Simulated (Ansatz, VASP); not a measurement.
**One calculation of GaSb, two programs**

```
Ga Sb
1.0
     3.53309    0.00000    0.00000
     0.00000    3.53309    0.00000
     0.00000    0.00000    3.53309
Ga Sb
1 1
Direct
  0.00000 0.00000 0.00000
  0.50000 0.50000 0.50000
```

Measurements of this composition are mostly on another form, of space group No. 216.

Alike in both runs: task single point; functional PBEsol; k mesh 6 × 6 × 6; occupations gaussian, width 0.05 eV; no spin polarisation.

|  | VASP | Ansatz |
| --- | --- | --- |
| version | VASP 6.6.1 | Ansatz 0.2.0 |
| potentials or method | VASP PAW PBE potentials, release 64 (Ga_d, Sb) | scalar-relativistic, plane waves, PAW |
| plane-wave cutoff (eV) | 520 | 420 |
| valence electrons in the cell | 18 | 28 |

```tsv
	VASP	Ansatz	Ansatz less VASP
gap on the k mesh at the Fermi level (eV)	none	none	-
pressure (GPa)	0.1	0.1	-0.04
```

A gap of «none» marks a metal or a gap that the smearing closes. With one functional, cell and mesh, what is left measures potentials, basis and numerics. The two sets of potentials don't hold the same shells in valence.

Caveats: the PAW data sets were made with another functional, which shifts forces and pressure a little (VASP). Spin-orbit coupling is left out, which matters for the levels of Sb.
